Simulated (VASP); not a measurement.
# Si (Fd-3m) in VASP: a series of runs, part 2 of 2

VASP 6.6.1. The steps go on from the part before.

## Step 3: Band structure, r2SCAN

The input, INCAR:

```
SYSTEM = Si
PREC = Accurate ; ENCUT = 520
EDIFF = 1E-6 ; ISMEAR = 0
SIGMA = 0.02 ; LREAL = .FALSE.
LASPH = .TRUE. ; NELM = 60
ALGO = Normal ; ISIF = 2
LWAVE = .FALSE. ; LCHARG = .FALSE.
METAGGA = R2SCAN ; LMIXTAU = .TRUE.
NBANDS = 11
```

The input, KPOINTS:

```
Automatic mesh
0
G
  14 14 14
  0 0 0
```

The input, POSCAR:

```
Si
1.0
    0.0000000000      2.7176300000      2.7176300000
    2.7176300000      0.0000000000      2.7176300000
    2.7176300000      2.7176300000      0.0000000000
Si
2
Direct
    0.5000000000      0.5000000000      0.5000000000
    0.7500000000      0.7500000000      0.7500000000
```

The input, KPOINTS_OPT:

```
path GXWKGLUWLK,UX
10
line-mode
reciprocal
 0.0000000000  0.0000000000  0.0000000000  G
 0.5000000000  0.0000000000  0.5000000000  X

 0.5000000000  0.0000000000  0.5000000000  X
 0.5000000000  0.2500000000  0.7500000000  W

 0.5000000000  0.2500000000  0.7500000000  W
 0.3750000000  0.3750000000  0.7500000000  K

 0.3750000000  0.3750000000  0.7500000000  K
 0.0000000000  0.0000000000  0.0000000000  G

 0.0000000000  0.0000000000  0.0000000000  G
 0.5000000000  0.5000000000  0.5000000000  L

 0.5000000000  0.5000000000  0.5000000000  L
 0.6250000000  0.2500000000  0.6250000000  U

 0.6250000000  0.2500000000  0.6250000000  U
 0.5000000000  0.2500000000  0.7500000000  W

 0.5000000000  0.2500000000  0.7500000000  W
 0.5000000000  0.5000000000  0.5000000000  L

 0.5000000000  0.5000000000  0.5000000000  L
 0.3750000000  0.3750000000  0.7500000000  K

 0.6250000000  0.2500000000  0.6250000000  U
 0.5000000000  0.0000000000  0.5000000000  X
```

Potentials or basis: VASP PAW PBE potentials, release 64 (Si).

The run is started by

```
cat potpaw_PBE.64/Si/POTCAR > POTCAR
mpirun -np 1 vasp_std > vasp.out
```

OUTCAR:

```text
SYSTEM = Si
   PREC = Accurate
   ENCUT = 520
   EDIFF = 1E-6
   ISMEAR = 0
   LREAL = .FALSE.
   LASPH = .TRUE.
   NELM = 60
   ISIF = 2
   METAGGA = R2SCAN

 ion  position               nearest neighbor table
   1  0.500  0.500  0.500-   2 2.35   2 2.35   2 2.35   2 2.35
   2  0.750  0.750  0.750-   1 2.35   1 2.35   1 2.35   1 2.35

  LATTYP: Found a face centered cubic cell.
 ALAT       =     5.4352600000

  Lattice vectors:

 A1 = (   0.0000000000,   2.7176300000,   2.7176300000)
 A2 = (   2.7176300000,   0.0000000000,   2.7176300000)
 A3 = (   2.7176300000,   2.7176300000,   0.0000000000)

Analysis of symmetry for initial positions (statically):
=====================================================================
 Subroutine PRICEL returns:
 Original cell was already a primitive cell.

 Routine SETGRP: Setting up the symmetry group for a
 face centered cubic supercell.

 Subroutine GETGRP returns: Found 48 space group operations
 (whereof 24 operations were pure point group operations)
 out of a pool of 48 trial point group operations.

The static configuration has the point symmetry T_d .
 The point group associated with its full space group is O_h .

Analysis of symmetry for dynamics (positions and initial velocities):
[... 166 lines left out ...]
 fundamental gap:      0.7790804217
 Fermi energy:         5.8518736655

 k-point     1 :       0.0000    0.0000    0.0000
  band No.  band energies     occupation
      1      -6.7965      2.00000
      2       5.7119      2.00000
      3       5.7119      2.00000
      4       5.7119      2.00000
      5       8.4693      0.00000
      6       8.4693      0.00000
      7       8.4693      0.00000
      8       9.6699      0.00000
      9      13.8375      0.00000
     10      13.8375      0.00000
     11      14.4047      0.00000
[... 309 lines left out ...]
 k-point    24 :       0.2857    0.1429    0.0000
  band No.  band energies     occupation
      1      -5.7845      2.00000
      2       1.8280      2.00000
      3       4.1058      2.00000
      4       4.1157      2.00000
      5       8.0206      0.00000
      6      10.0003      0.00000
      7      10.6137      0.00000
      8      10.7920      0.00000
      9      14.5398      0.00000
     10      14.6959      0.00000
     11      16.6773      0.00000

 [... further k-points ...]
[... 5 lines left out ...]
  --------------------------------------------------------------------------------------
  -------------------------------------------------------------------------------------
  Total        0.0625342      0.0625342      0.0625342      0.0000000      0.0000000     -0.0000000
  in kB        2.4959016      2.4959016      2.4959016      0.0000000      0.0000000     -0.0000000
  external PRESSURE =       2.4959016 kB  Pullay stress =       0.0000000 kB

 VOLUME and BASIS-vectors are now :
 -----------------------------------------------------------------------------
  energy-cutoff  :      520.00
  volume of cell :       40.14
      direct lattice vectors                 reciprocal lattice vectors
     0.000000000  2.717630000  2.717630000    -0.183983839  0.183983839  0.183983839
     2.717630000  0.000000000  2.717630000     0.183983839 -0.183983839  0.183983839
     2.717630000  2.717630000  0.000000000     0.183983839  0.183983839 -0.183983839

 POSITION                                       TOTAL-FORCE (eV/Angst)
 -----------------------------------------------------------------------------------
      2.71763      2.71763      2.71763        -0.000000     -0.000000     -0.000000
      4.07645      4.07645      4.07645         0.000000      0.000000      0.000000
 -----------------------------------------------------------------------------------
    total drift:                                0.000000     -0.000000     -0.000000

  FREE ENERGIE OF THE ION-ELECTRON SYSTEM (eV)
  ---------------------------------------------------
  free  energy   TOTEN  =       -17.5503862612 eV

  energy  without entropy=      -17.5503862612  energy(sigma->0) =      -17.55038626
```

OSZICAR:

```text
N       E                     dE             d eps       ncg     rms          rms(c)
DAV:   1     0.882174395347E+00    0.88217E+00   -0.35018E+03  2288   0.618E+02
DAV:   2    -0.181665785918E+02   -0.19049E+02   -0.18312E+02  3056   0.873E+01
[... 13 lines left out ...]
DAV:  16    -0.175503862612E+02    0.66275E-06   -0.38400E-07  1357   0.441E-03
   1 F= -.17550386E+02 E0= -.17550386E+02  d E =-.645712E-26
       N       E                     dE             ncg
DAV:   1     0.225804597980E+04   -0.22320E+05     2200
DAV:   2     0.388841188677E+03   -0.18692E+04     3065
DAV:   3     0.336073698568E+03   -0.52767E+02     2823
DAV:   4     0.335701488893E+03   -0.37221E+00     2669
DAV:   5     0.335698433095E+03   -0.30558E-02     2930
DAV:   6     0.335698398539E+03   -0.34556E-04     2708
DAV:   7     0.335698398079E+03   -0.46028E-06     2692
```

Wall time 2.1 min (1 thread of Intel Xeon 6975P-C (Granite Rapids), shared host); peak memory 0.19 GiB.

What came out:

```
Free energy             : -17.5504 eV
Pressure                : 0.2 GPa
Band gap on the k mesh  : 0.78 eV, indirect (least direct gap 2.76 eV)
Band gap along the path : 0.79 eV, indirect (least direct gap 2.76 eV)
```

Levels at the corners of the path, in eV from the valence-band top:
```csv
point,band 2,band 3,band 4,band 5,band 6,band 7
Γ,0.00,0.00,0.00,2.76,2.76,2.76
X,-8.15,-3.00,-3.00,0.93,0.93,10.86
X,-8.15,-3.00,-3.00,0.93,0.93,10.86
W,-7.98,-4.01,-4.01,4.60,4.60,5.42
W,-7.98,-4.01,-4.01,4.60,4.60,5.42
K,-7.53,-4.48,-2.56,1.44,4.47,7.98
K,-7.53,-4.48,-2.56,1.44,4.47,7.98
Γ,0.00,0.00,0.00,2.76,2.76,2.76
Γ,0.00,0.00,0.00,2.76,2.76,2.76
L,-7.26,-1.27,-1.27,1.88,3.59,3.59
L,-7.26,-1.27,-1.27,1.88,3.59,3.59
U,-7.53,-4.48,-2.56,1.44,4.47,7.98
U,-7.53,-4.48,-2.56,1.44,4.47,7.98
W,-7.98,-4.01,-4.01,4.60,4.60,5.42
W,-7.98,-4.01,-4.01,4.60,4.60,5.42
L,-7.26,-1.27,-1.27,1.88,3.59,3.59
L,-7.26,-1.27,-1.27,1.88,3.59,3.59
K,-7.53,-4.48,-2.56,1.44,4.47,7.98
U,-7.53,-4.48,-2.56,1.44,4.47,7.98
X,-8.15,-3.00,-3.00,0.93,0.93,10.86
```

Caveat: the PAW data sets were made with another functional, which shifts forces and pressure a little. r2SCAN opens gaps a little over a GGA but as a rule still falls short of measured ones.

## Step 4: Band structure, TB-mBJ

POSCAR is that of step 3.

The input, INCAR.step1:

```
SYSTEM = Si
PREC = Accurate ; ENCUT = 520
EDIFF = 1E-5 ; ISMEAR = 0
SIGMA = 0.02 ; LREAL = .FALSE.
LASPH = .TRUE. ; NELM = 60
ALGO = Normal ; ISIF = 2
LWAVE = .TRUE. ; LCHARG = .FALSE.
NBANDS = 11 ; GGA = PE
```

The input, INCAR.step2:

```
SYSTEM = Si
PREC = Accurate ; ENCUT = 520
EDIFF = 1E-6 ; ISMEAR = 0
SIGMA = 0.02 ; LREAL = .FALSE.
LASPH = .TRUE. ; NELM = 60
ALGO = Normal ; ISIF = 2
LWAVE = .FALSE. ; LCHARG = .FALSE.
METAGGA = MBJ ; NBANDS = 11
ISTART = 1
```

KPOINTS is that of step 3.

KPOINTS_OPT is that of step 3.

Potentials or basis: VASP PAW PBE potentials, release 64 (Si).

The run is started by

```
cat potpaw_PBE.64/Si/POTCAR > POTCAR
cp INCAR.step1 INCAR
mpirun -np 1 vasp_std > vasp.out
cp INCAR.step2 INCAR
mpirun -np 1 vasp_std > vasp.out
```

OUTCAR:

```text
SYSTEM = Si
   PREC = Accurate
   ENCUT = 520
   EDIFF = 1E-6
   ISMEAR = 0
   LREAL = .FALSE.
   LASPH = .TRUE.
   NELM = 60
   ISIF = 2
   METAGGA = MBJ
   ISTART = 1

 ion  position               nearest neighbor table
   1  0.500  0.500  0.500-   2 2.35   2 2.35   2 2.35   2 2.35
   2  0.750  0.750  0.750-   1 2.35   1 2.35   1 2.35   1 2.35

  LATTYP: Found a face centered cubic cell.
 ALAT       =     5.4352600000

  Lattice vectors:

 A1 = (   0.0000000000,   2.7176300000,   2.7176300000)
 A2 = (   2.7176300000,   0.0000000000,   2.7176300000)
 A3 = (   2.7176300000,   2.7176300000,   0.0000000000)

Analysis of symmetry for initial positions (statically):
=====================================================================
 Subroutine PRICEL returns:
 Original cell was already a primitive cell.

 Routine SETGRP: Setting up the symmetry group for a
 face centered cubic supercell.

 Subroutine GETGRP returns: Found 48 space group operations
 (whereof 24 operations were pure point group operations)
 out of a pool of 48 trial point group operations.

The static configuration has the point symmetry T_d .
 The point group associated with its full space group is O_h .

Analysis of symmetry for dynamics (positions and initial velocities):
=====================================================================
 Subroutine PRICEL returns:
 Original cell was already a primitive cell.

 Routine SETGRP: Setting up the symmetry group for a
 face centered cubic supercell.

 Subroutine GETGRP returns: Found 48 space group operations
 (whereof 24 operations were pure point group operations)
 out of a pool of 48 trial point group operations.

The dynamic configuration has the point symmetry T_d .
 The point group associated with its full space group is O_h .

 Subroutine INISYM returns: Found 48 space group operations
 (whereof 24 operations are pure point group operations),
 and found     1 'primitive' translations

[... 115 lines left out ...]
  volume/ion in A,a.u.               =      20.07       135.45
  Fermi-wavevector in a.u.,A,eV,Ry     =   0.956249  1.807049 12.441342  0.914413
  Thomas-Fermi vector in A             =   2.085160
   LORBIT       =      0    0 simple, 1 ext, 2 COOP (PROOUT), +10 PAW based schemes
   METAGGA = MBJ    functional components
   LHFCALC =     F    Hartree Fock is set to
   AEXX    =    0.0000 exact exchange contribution
   IVDW    =     0    specifies the selected vdW correction
   LEPSILON=     F    determine dielectric tensor
   LRPA    =     F    only Hartree local field effects (RPA)
 non-spin polarized calculation
 Gauss-broadening in eV      SIGMA  =   0.02
  energy-cutoff  :      520.00
  volume of cell :       40.14
 maximum number of plane-waves:      1106
 NGX is ok and might be reduce to    30

 number of electron       8.0000001 magnetization

 Free energy of the ion-electron system (eV)
  ---------------------------------------------------
  ext. energy  EPLUGINS =         0.00000000
  ---------------------------------------------------
  free energy    TOTEN  =        48.54461789 eV

  energy without entropy =       48.54461789  energy(sigma->0) =       48.54461789

 E-fermi :   5.4492     XC(G=0):  -8.4363

 val. band max:        5.3239097063   @ k =   0.0000   0.0000   0.0000
 cond. band min:       6.5906203298   @ k =   0.4286   0.4286   0.0000
 fundamental gap:      1.2667106235
 Fermi energy:         5.4491566163

 k-point     1 :       0.0000    0.0000    0.0000
  band No.  band energies     occupation
      1      -6.4289      2.00000
      2       5.3239      2.00000
      3       5.3239      2.00000
      4       5.3239      2.00000
      5       8.5255      0.00000
      6       8.5255      0.00000
      7       8.5255      0.00000
      8       9.4839      0.00000
      9      13.8500      0.00000
     10      13.8500      0.00000
     11      13.9237      0.00000
[... 309 lines left out ...]
 k-point    24 :       0.2857    0.1429    0.0000
  band No.  band energies     occupation
      1      -5.4738      2.00000
      2       1.7445      2.00000
      3       3.9135      2.00000
      4       3.9187      2.00000
      5       8.0127      0.00000
      6       9.9113      0.00000
      7      10.5487      0.00000
      8      10.6825      0.00000
      9      14.1761      0.00000
     10      14.6291      0.00000
     11      16.3302      0.00000

 [... further k-points ...]
[... 5 lines left out ...]
  --------------------------------------------------------------------------------------
  -------------------------------------------------------------------------------------
  Total       23.2203913     23.2203913     23.2203913      0.0000000      0.0000000      0.0000000
  in kB      926.7852999    926.7852999    926.7852999      0.0000000      0.0000000      0.0000000
  external PRESSURE =     926.7852999 kB  Pullay stress =       0.0000000 kB

 VOLUME and BASIS-vectors are now :
 -----------------------------------------------------------------------------
  energy-cutoff  :      520.00
  volume of cell :       40.14
      direct lattice vectors                 reciprocal lattice vectors
     0.000000000  2.717630000  2.717630000    -0.183983839  0.183983839  0.183983839
     2.717630000  0.000000000  2.717630000     0.183983839 -0.183983839  0.183983839
     2.717630000  2.717630000  0.000000000     0.183983839  0.183983839 -0.183983839

 POSITION                                       TOTAL-FORCE (eV/Angst)
 -----------------------------------------------------------------------------------
      2.71763      2.71763      2.71763         0.000000      0.000000      0.000000
      4.07645      4.07645      4.07645        -0.000000     -0.000000     -0.000000
 -----------------------------------------------------------------------------------
    total drift:                                0.000000     -0.000000     -0.000000

  FREE ENERGIE OF THE ION-ELECTRON SYSTEM (eV)
  ---------------------------------------------------
  free  energy   TOTEN  =        48.5446178932 eV

  energy  without entropy=       48.5446178932  energy(sigma->0) =       48.54461789
```

Wall time 59 s (1 thread of Intel Xeon 6975P-C (Granite Rapids), shared host); peak memory 0.21 GiB.

What came out:

* Band gap on the k mesh: 1.27 eV, indirect (least direct gap 3.20 eV)
* Band gap along the path: 1.28 eV, indirect (least direct gap 3.20 eV)

Levels at the corners of the path, in eV from the valence-band top:
```csv
point,band 1,band 2,band 3,band 4,band 5,band 6,band 7,band 8,band 9
Γ,-11.75,0.00,0.00,0.00,3.20,3.20,3.20,4.16,8.53
X,-7.64,-7.64,-2.72,-2.72,1.42,1.42,11.07,11.07,11.75
X,-7.64,-7.64,-2.72,-2.72,1.42,1.42,11.07,11.07,11.75
W,-7.49,-7.49,-3.60,-3.60,4.85,4.85,5.73,5.73,11.45
W,-7.49,-7.49,-3.60,-3.60,4.85,4.85,5.73,5.73,11.45
K,-8.07,-7.05,-4.03,-2.30,1.91,4.75,8.28,8.64,9.05
K,-8.07,-7.05,-4.03,-2.30,1.91,4.75,8.28,8.64,9.05
Γ,-11.75,0.00,0.00,0.00,3.20,3.20,3.20,4.16,8.53
Γ,-11.75,0.00,0.00,0.00,3.20,3.20,3.20,4.16,8.53
L,-9.46,-6.73,-1.14,-1.14,2.21,4.03,4.03,8.59,11.48
L,-9.46,-6.73,-1.14,-1.14,2.21,4.03,4.03,8.59,11.48
U,-8.07,-7.05,-4.03,-2.30,1.91,4.75,8.28,8.64,9.05
U,-8.07,-7.05,-4.03,-2.30,1.91,4.75,8.28,8.64,9.05
W,-7.49,-7.49,-3.60,-3.60,4.85,4.85,5.73,5.73,11.45
W,-7.49,-7.49,-3.60,-3.60,4.85,4.85,5.73,5.73,11.45
L,-9.46,-6.73,-1.14,-1.14,2.21,4.03,4.03,8.59,11.48
L,-9.46,-6.73,-1.14,-1.14,2.21,4.03,4.03,8.59,11.48
K,-8.07,-7.05,-4.03,-2.30,1.91,4.75,8.28,8.64,9.05
U,-8.07,-7.05,-4.03,-2.30,1.91,4.75,8.28,8.64,9.05
X,-7.64,-7.64,-2.72,-2.72,1.42,1.42,11.07,11.07,11.75
```

Caveat: the PAW data sets were made with another functional, which shifts forces and pressure a little.

## Step 5: Summary

```csv
level,gap on the mesh (eV)
PBEsol,0.46
r2SCAN,0.78
TB-mBJ,1.27
```

Alike in all rows: task band structure; potentials or basis VASP PAW PBE potentials, release 64 (Si); no spin polarisation; cell as given; k mesh 14 × 14 × 14; cutoff (eV) 520; smearing gaussian 0.02 eV.

On the cell as given the gap runs from 0.46 eV (PBEsol) to 1.27 eV (TB-mBJ).

Caveats: the PAW data sets were made with another functional, which shifts forces and pressure a little.

Absolute energies hang on the potentials; compare differences alone.
